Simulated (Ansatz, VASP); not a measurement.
# One calculation of Ru, two programs

File INCAR:

```
SYSTEM = Ru
ALGO     = Normal         ! electronic algorithm
EDIFF    = 1E-6           ! SCF threshold, eV
ENCUT    = 520            ! plane-wave cutoff, eV
GGA      = PS             ! functional
ISIF     = 2              ! what is computed and relaxed
ISMEAR   = -1             ! smearing method
LASPH    = .TRUE.         ! aspherical terms in the spheres
LCHARG   = .TRUE.         ! write CHGCAR
LELF     = .TRUE.         ! ELF
LREAL    = .FALSE.        ! projectors in reciprocal space
LVHAR    = .TRUE.       
LWAVE    = .FALSE.        ! write WAVECAR
NBANDS   = 21             ! bands
NELM     = 80             ! most SCF steps
PREC     = Accurate       ! precision mode
SIGMA    = 0.03           ! smearing width, eV
```

Contents of KPOINTS:

```
k-points
0
G
  14 14 8
  0 0 0
```

File POSCAR:

```
Ru
1.0
    2.7057993342      0.0000000000      0.0000000000
   -1.3528996671      2.3432909610      0.0000000000
    0.0000000000      0.0000000000      4.2390810000
Ru
2
Direct
    0.3333333333      0.6666666667      0.2500000000
    0.6666666667      0.3333333333      0.7500000000
```

Input for Ansatz:

```yaml
crystal:
  lattice:
    - [2.7057993342, 0.0, 0.0]
    - [-1.3528996671, 2.343290961, 0.0]
    - [0.0, 0.0, 4.239081]
  atoms:
    - { symbol: Ru, position: [0.3333333333, 0.6666666667, 0.25] }
    - { symbol: Ru, position: [0.6666666667, 0.3333333333, 0.75] }
kpoints:
  mp_grid: { grid: [14, 14, 8] }
  band_path:
    path:
      - [0.0, 0.0, 0.0]
      - [0.5, 0.0, 0.0]
      - [0.3333333333, 0.3333333333, 0.0]
      - [0.0, 0.0, 0.0]
      - [0.0, 0.0, 0.5]
      - [0.5, 0.0, 0.5]
      - [0.3333333333, 0.3333333333, 0.5]
      - [0.0, 0.0, 0.5]
      - [0.5, 0.0, 0.5]
    npoints: 5
scf:
  occupations: { method: fermi_dirac, width: 0.03 }
hamiltonian:
  xc: pbesol
  pseudopotentials: { kind: all_electron, lapw: { basis_error: 0.0005 } }
output:
  forces: true
  stress: true
  eigenvalues: true
```

Change from the starting cell: zz strain of -1 %.

Alike in both runs: task single point; functional PBEsol; k mesh 14 × 14 × 8; occupations fermi-dirac, width 0.03 eV; no spin polarisation.

|  | VASP | Ansatz |
| --- | --- | --- |
| version | VASP 6.6.1 | Ansatz 0.2.0 |
| potentials or method | VASP PAW PBE potentials, release 64 (Ru_pv) | all-electron LAPW, scalar-relativistic |
| plane-wave cutoff (eV) | 520 | see its input |

|  | VASP | Ansatz | Ansatz less VASP |
| --- | --- | --- | --- |
| pressure (GPa) | -2.8 | -2.8 | 0.00 |
| largest component of the traceless stress (GPa) | 2.00 | 1.97 | -0.033 |

Ansatz ran all-electron here, so the differences hold the error of VASP's frozen core and of both bases.

Caveats: the PAW data sets were made with another functional, which shifts forces and pressure a little (VASP).
